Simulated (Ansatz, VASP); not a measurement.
# MoS2: VASP beside Ansatz

File INCAR:

```
SYSTEM = MoS2
ALGO = Normal
EDIFF = 1E-7
ENCUT = 520
GGA = PE
ISIF = 2
ISMEAR = -1
LASPH = .TRUE.
LCHARG = .FALSE.
LREAL = .FALSE.
LWAVE = .FALSE.
NBANDS = 20
NELM = 60
PREC = Accurate
SIGMA = 0.05
```

KPOINTS

```
k-points
0
G
  9 9 4
  0 0 0
```

The input POSCAR:

```
MoS2
1.0
    3.1838448285      0.0000000000      0.0000000000
   -1.5919224143      2.7572905031      0.0000000000
    0.0000000000      0.0000000000      6.2271592669
Mo S
1 2
Direct
    0.0000000000      0.0000000000      0.5000000000
    0.6666666667      0.3333333333      0.7446806800
    0.3333333333      0.6666666667      0.2553193200
```

Contents of input.yaml:

```yaml
crystal:
  lattice:
    - [3.1838448285, 0.0, 0.0]
    - [-1.5919224143, 2.7572905031, 0.0]
    - [0.0, 0.0, 6.2271592669]
  atoms:
    - { symbol: Mo, position: [0.0, 0.0, 0.5] }
    - { symbol: S, position: [0.6666666667, 0.3333333333, 0.74468068] }
    - { symbol: S, position: [0.3333333333, 0.6666666667, 0.25531932] }
hamiltonian:
  xc: pbe
  pseudopotentials: { kind: paw }
kpoints:
  mp_grid: { grid: [9, 9, 4] }
scf:
  occupations: { method: fermi_dirac, width: 0.05 }
output:
  forces: true
  stress: true
  eigenvalues: true
```

Change from the starting cell: volume scaled by 0.96.

Alike in both runs: task single point; functional PBE; k mesh 9 × 9 × 4; occupations fermi-dirac, width 0.05 eV; no spin polarisation.

|  | VASP | Ansatz |
| --- | --- | --- |
| version | VASP 6.6.1 | Ansatz 0.2.0 |
| potentials or method | VASP PAW PBE potentials, release 64 (Mo_sv, S) | Ansatz PAW |
| plane-wave cutoff (eV) | 520 | 420 |
| valence electrons in the cell | 26 | 26 |

```csv
,VASP,Ansatz,Ansatz less VASP
gap on the k mesh at the Fermi level (eV),none,none,-
pressure (GPa),6.9,7.1,+0.13
largest component of the traceless stress (GPa),2.45,2.44,-0.010
rms of the force components (eV/Å),0.453,0.458,+0.0049
```

Atom by atom the forces differ by 0.005 eV/Å (rms over components). A gap of «none» marks a metal or a gap that the smearing closes.

Caveats: this functional lacks dispersion, which binds the layers, so the pressure and a relaxed spacing across them are unreliable.
